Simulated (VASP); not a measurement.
# Cu (Fm-3m) in VASP: a series of runs, part 2 of 2

VASP 6.6.1. Earlier steps stand in the parts before.

## Step 4: Band structure, r2SCAN+rVV10

This run uses another cell than the first one, of 11.37 Å³/atom, 0.969 times its volume.

Contents of INCAR:

```
PREC = Accurate
ENCUT = 520
EDIFF = 1E-6
ISMEAR = 1
SIGMA = 0.1
LREAL = F
LASPH = T
NELM = 80
ALGO = Normal
ISIF = 2
LWAVE = F
LCHARG = F
LMAXMIX = 4
METAGGA = R2SCAN
LMIXTAU = T
LUSE_VDW = T
IVDW_NL = 2
BPARAM = 11.95
CPARAM = 0.0093
NBANDS = 12
ICORELEVEL = 1
```

Contents of KPOINTS:

```
Automatic mesh
0
Gamma
  18 18 18
```

Contents of POSCAR:

```
Cu                                      
1.0
   -0.0000000000      1.7845335937      1.7845335937
    1.7845335937      0.0000000000      1.7845335937
    1.7845335937      1.7845335937     -0.0000000000
  Cu            
     1
Direct
     0.0000000000000000    0.0000000000000000    0.0000000000000000
```

Contents of KPOINTS_OPT:

```
explicit points
106
Reciprocal
 0.0000000000  0.0000000000  0.0000000000 1
 0.0555555556  0.0000000000  0.0555555556 1
 0.1111111111  0.0000000000  0.1111111111 1
 0.1666666667  0.0000000000  0.1666666667 1
 0.2222222222  0.0000000000  0.2222222222 1
 0.2777777778  0.0000000000  0.2777777778 1
 0.3333333333  0.0000000000  0.3333333333 1
 0.3888888889  0.0000000000  0.3888888889 1
 0.4444444444  0.0000000000  0.4444444444 1
 0.5000000000  0.0000000000  0.5000000000 1
 0.5000000000  0.0000000000  0.5000000000 1
 0.5000000000  0.0277777778  0.5277777778 1
 0.5000000000  0.0555555556  0.5555555556 1
 0.5000000000  0.0833333333  0.5833333333 1
 0.5000000000  0.1111111111  0.6111111111 1
 0.5000000000  0.1388888889  0.6388888889 1
 0.5000000000  0.1666666667  0.6666666667 1
 0.5000000000  0.1944444444  0.6944444444 1
 0.5000000000  0.2222222222  0.7222222222 1
 0.5000000000  0.2500000000  0.7500000000 1
 0.5000000000  0.2500000000  0.7500000000 1
 0.4861111111  0.2638888889  0.7500000000 1
 0.4722222222  0.2777777778  0.7500000000 1
 0.4583333333  0.2916666667  0.7500000000 1
 0.4444444444  0.3055555556  0.7500000000 1
 0.4305555556  0.3194444444  0.7500000000 1
 0.4166666667  0.3333333333  0.7500000000 1
 0.4027777778  0.3472222222  0.7500000000 1
 0.3888888889  0.3611111111  0.7500000000 1
 0.3750000000  0.3750000000  0.7500000000 1
 0.3750000000  0.3750000000  0.7500000000 1
 0.3333333333  0.3333333333  0.6666666667 1
 0.2916666667  0.2916666667  0.5833333333 1
 0.2500000000  0.2500000000  0.5000000000 1
 0.2083333333  0.2083333333  0.4166666667 1
 0.1666666667  0.1666666667  0.3333333333 1
 0.1250000000  0.1250000000  0.2500000000 1
 0.0833333333  0.0833333333  0.1666666667 1
 0.0416666667  0.0416666667  0.0833333333 1
 0.0000000000  0.0000000000  0.0000000000 1
 0.0000000000  0.0000000000  0.0000000000 1
 0.0555555556  0.0555555556  0.0555555556 1
 0.1111111111  0.1111111111  0.1111111111 1
 0.1666666667  0.1666666667  0.1666666667 1
 0.2222222222  0.2222222222  0.2222222222 1
 0.2777777778  0.2777777778  0.2777777778 1
 0.3333333333  0.3333333333  0.3333333333 1
 0.3888888889  0.3888888889  0.3888888889 1
 0.4444444444  0.4444444444  0.4444444444 1
 0.5000000000  0.5000000000  0.5000000000 1
 0.5000000000  0.5000000000  0.5000000000 1
 0.5138888889  0.4722222222  0.5138888889 1
 0.5277777778  0.4444444444  0.5277777778 1
 0.5416666667  0.4166666667  0.5416666667 1
 0.5555555556  0.3888888889  0.5555555556 1
 0.5694444444  0.3611111111  0.5694444444 1
 0.5833333333  0.3333333333  0.5833333333 1
 0.5972222222  0.3055555556  0.5972222222 1
 0.6111111111  0.2777777778  0.6111111111 1
 0.6250000000  0.2500000000  0.6250000000 1
 0.6250000000  0.2500000000  0.6250000000 1
 0.6111111111  0.2500000000  0.6388888889 1
 0.5972222222  0.2500000000  0.6527777778 1
 0.5833333333  0.2500000000  0.6666666667 1
 0.5694444444  0.2500000000  0.6805555556 1
 0.5555555556  0.2500000000  0.6944444444 1
 0.5416666667  0.2500000000  0.7083333333 1
 0.5277777778  0.2500000000  0.7222222222 1
 0.5138888889  0.2500000000  0.7361111111 1
 0.5000000000  0.2500000000  0.7500000000 1
 0.5000000000  0.2500000000  0.7500000000 1
 0.5000000000  0.2777777778  0.7222222222 1
 0.5000000000  0.3055555556  0.6944444444 1
 0.5000000000  0.3333333333  0.6666666667 1
 0.5000000000  0.3611111111  0.6388888889 1
 0.5000000000  0.3888888889  0.6111111111 1
 0.5000000000  0.4166666667  0.5833333333 1
 0.5000000000  0.4444444444  0.5555555556 1
 0.5000000000  0.4722222222  0.5277777778 1
 0.5000000000  0.5000000000  0.5000000000 1
 0.5000000000  0.5000000000  0.5000000000 1
 0.4861111111  0.4861111111  0.5277777778 1
 0.4722222222  0.4722222222  0.5555555556 1
 0.4583333333  0.4583333333  0.5833333333 1
 0.4444444444  0.4444444444  0.6111111111 1
 0.4305555556  0.4305555556  0.6388888889 1
 0.4166666667  0.4166666667  0.6666666667 1
 0.4027777778  0.4027777778  0.6944444444 1
 0.3888888889  0.3888888889  0.7222222222 1
 0.3750000000  0.3750000000  0.7500000000 1
 0.6250000000  0.2500000000  0.6250000000 1
 0.6111111111  0.2222222222  0.6111111111 1
 0.5972222222  0.1944444444  0.5972222222 1
 0.5833333333  0.1666666667  0.5833333333 1
 0.5694444444  0.1388888889  0.5694444444 1
 0.5555555556  0.1111111111  0.5555555556 1
 0.5416666667  0.0833333333  0.5416666667 1
 0.5277777778  0.0555555556  0.5277777778 1
 0.5138888889  0.0277777778  0.5138888889 1
 0.5000000000  0.0000000000  0.5000000000 1
 0.0000000000  0.0000000000  0.0000000000 1
 0.3750000000  0.3750000000  0.7500000000 1
 0.5000000000  0.5000000000  0.5000000000 1
 0.6250000000  0.2500000000  0.6250000000 1
 0.5000000000  0.2500000000  0.7500000000 1
 0.5000000000  0.0000000000  0.5000000000 1
```

Command:

```sh
cat potpaw_PBE.64/Cu/POTCAR > POTCAR
mpirun -np 1 vasp_std > vasp.out
```

It took 2 min on 1 thread of Intel Xeon Platinum 8375C at 2.90GHz (Ice Lake), shared host; peak memory 0.2 GiB.

Results (log left out):

```
Free energy             : -10.5370 eV
Pressure                : -0.1 GPa
Band gap along the path : none (metal or under the smearing width)
```

Levels at the corners of the path, in eV from the Fermi level:
```csv
point,band 1,band 2,band 3,band 4,band 5,band 6,band 7,band 8,band 9,band 10
Γ,-9.95,-3.20,-3.20,-3.20,-2.33,-2.33,23.74,27.07,27.07,27.07
X,-5.25,-4.74,-1.75,-1.55,-1.55,1.59,7.75,14.11,14.11,18.56
X,-5.25,-4.74,-1.75,-1.55,-1.55,1.59,7.75,14.11,14.11,18.56
W,-4.46,-3.78,-3.78,-2.38,-1.55,6.66,6.66,8.81,9.78,30.00
W,-4.46,-3.78,-3.78,-2.38,-1.55,6.66,6.66,8.81,9.78,30.00
K,-4.62,-4.36,-2.94,-2.20,-1.76,4.65,6.17,8.58,16.33,20.53
K,-4.62,-4.36,-2.94,-2.20,-1.76,4.65,6.17,8.58,16.33,20.53
Γ,-9.95,-3.20,-3.20,-3.20,-2.33,-2.33,23.74,27.07,27.07,27.07
Γ,-9.95,-3.20,-3.20,-3.20,-2.33,-2.33,23.74,27.07,27.07,27.07
L,-5.41,-3.25,-3.25,-1.71,-1.71,-1.13,4.22,22.22,23.80,23.80
L,-5.41,-3.25,-3.25,-1.71,-1.71,-1.13,4.22,22.22,23.80,23.80
U,-4.62,-4.36,-2.94,-2.20,-1.76,4.65,6.17,8.58,16.33,20.53
U,-4.62,-4.36,-2.94,-2.20,-1.76,4.65,6.17,8.58,16.33,20.53
W,-4.46,-3.78,-3.78,-2.38,-1.55,6.66,6.66,8.81,9.78,30.00
W,-4.46,-3.78,-3.78,-2.38,-1.55,6.66,6.66,8.81,9.78,30.00
L,-5.41,-3.25,-3.25,-1.71,-1.71,-1.13,4.22,22.22,23.80,23.80
L,-5.41,-3.25,-3.25,-1.71,-1.71,-1.13,4.22,22.22,23.80,23.80
K,-4.62,-4.36,-2.94,-2.20,-1.76,4.65,6.17,8.58,16.33,20.53
U,-4.62,-4.36,-2.94,-2.20,-1.76,4.65,6.17,8.58,16.33,20.53
X,-5.25,-4.74,-1.75,-1.55,-1.55,1.59,7.75,14.11,14.11,18.56
```

Core levels (eV, on the scale of the bands):
```
atom                                                  levels
1 Cu  1s -8902.8, 2s -1073.2, 2p -928.9, 3s -112.7, 3p -69.3
```

Caveat: the PAW data sets were made with another functional, which shifts forces and pressure a little.

## Step 5: Band structure, LDA

This run uses another cell than the first one, of 10.95 Å³/atom, 0.933 times its volume.

Contents of INCAR:

```
SYSTEM = Cu
PREC = Accurate
ENCUT = 520
EDIFF = 1E-6
ISMEAR = 1
SIGMA = 0.1
LREAL = .False.
LASPH = .True.
NELM = 80
ALGO = Normal
ISIF = 2
LWAVE = .False.
LCHARG = .False.
LMAXMIX = 4
NBANDS = 12
ICORELEVEL = 1
```

Contents of KPOINTS:

```
Automatic mesh
0
Gamma
  18 18 18
  0 0 0
```

Contents of POSCAR:

```
Cu                                      
1.0
    0.0000000000      1.7623990185      1.7623990185
    1.7623990185      0.0000000000      1.7623990185
    1.7623990185      1.7623990185      0.0000000000
  Cu            
     1
Direct
     0.0000000000000000    0.0000000000000000    0.0000000000000000
```

Contents of KPOINTS_OPT:

```
explicit points
156
Reciprocal
 0.0000000000  0.0000000000  0.0000000000 1
 0.0357142857  0.0000000000  0.0357142857 1
 0.0714285714  0.0000000000  0.0714285714 1
 0.1071428571  0.0000000000  0.1071428571 1
 0.1428571429  0.0000000000  0.1428571429 1
 0.1785714286  0.0000000000  0.1785714286 1
[... 148 lines left out ...]
 0.5000000000  0.2500000000  0.7500000000 1
 0.5000000000  0.0000000000  0.5000000000 1
```

Potentials or basis: VASP PAW LDA potentials, release 64 (Cu).

Command:

```sh
cat potpaw_LDA.64/Cu/POTCAR > POTCAR
mpirun -np 1 vasp_std > vasp.out
```

Run time: 26 s. Hardware: 1 thread of Intel Xeon Platinum 8488C (Sapphire Rapids), shared host; peak memory 0.15 GiB.

It converged, with:

| Quantity | Value |
| --- | --- |
| Free energy | -4.7074 eV |
| Pressure | -0.1 GPa |
| Band gap along the path | none (metal or under the smearing width) |

Levels at the corners of the path, in eV from the Fermi level:
```csv
point,band 3,band 4,band 5,band 6,band 7,band 8
Γ,-3.27,-3.27,-2.33,-2.33,23.31,26.39
X,-1.71,-1.54,-1.54,1.47,7.70,13.64
X,-1.71,-1.54,-1.54,1.47,7.70,13.64
W,-3.85,-2.38,-1.53,6.52,6.52,8.77
W,-3.85,-2.38,-1.53,6.52,6.52,8.77
K,-2.99,-2.18,-1.76,4.55,6.06,8.43
K,-2.99,-2.18,-1.76,4.55,6.06,8.43
Γ,-3.27,-3.27,-2.33,-2.33,23.31,26.39
Γ,-3.27,-3.27,-2.33,-2.33,23.31,26.39
L,-3.31,-1.69,-1.69,-1.17,4.16,21.80
L,-3.31,-1.69,-1.69,-1.17,4.16,21.80
U,-2.99,-2.18,-1.76,4.55,6.06,8.43
U,-2.99,-2.18,-1.76,4.55,6.06,8.43
W,-3.85,-2.38,-1.53,6.52,6.52,8.77
W,-3.85,-2.38,-1.53,6.52,6.52,8.77
L,-3.31,-1.69,-1.69,-1.17,4.16,21.80
L,-3.31,-1.69,-1.69,-1.17,4.16,21.80
K,-2.99,-2.18,-1.76,4.55,6.06,8.43
U,-2.99,-2.18,-1.76,4.55,6.06,8.43
X,-1.71,-1.54,-1.54,1.47,7.70,13.64
```

Core levels (eV, on the scale of the bands):
| atom | levels |
| --- | --- |
| 1 Cu | 1s -8796.8, 2s -1048.3, 2p -905.5, 3s -103.4, 3p -61.4 |

## Step 6: Overview

```csv
level,potentials or basis,cell,pressure (GPa)
rev-vdW-DF2,"VASP PAW PBE potentials, release 64 (Cu)","Fm-3m, 11.73 Å³/atom",0.0
PBE,"VASP PAW PBE potentials, release 64 (Cu)","Fm-3m, 12.01 Å³/atom",0.0
r2SCAN+rVV10,"VASP PAW PBE potentials, release 64 (Cu)","Fm-3m, 11.37 Å³/atom",-0.1
LDA,"VASP PAW LDA potentials, release 64 (Cu)","Fm-3m, 10.95 Å³/atom",-0.1
```

Alike in all rows: task band structure; no spin polarisation; k mesh 18 × 18 × 18; cutoff (eV) 520; smearing methfessel-paxton 0.1 eV.

Caveats: the PAW data sets were made with another functional, which shifts forces and pressure a little (some runs).

Absolute energies hang on the potentials; compare differences alone.
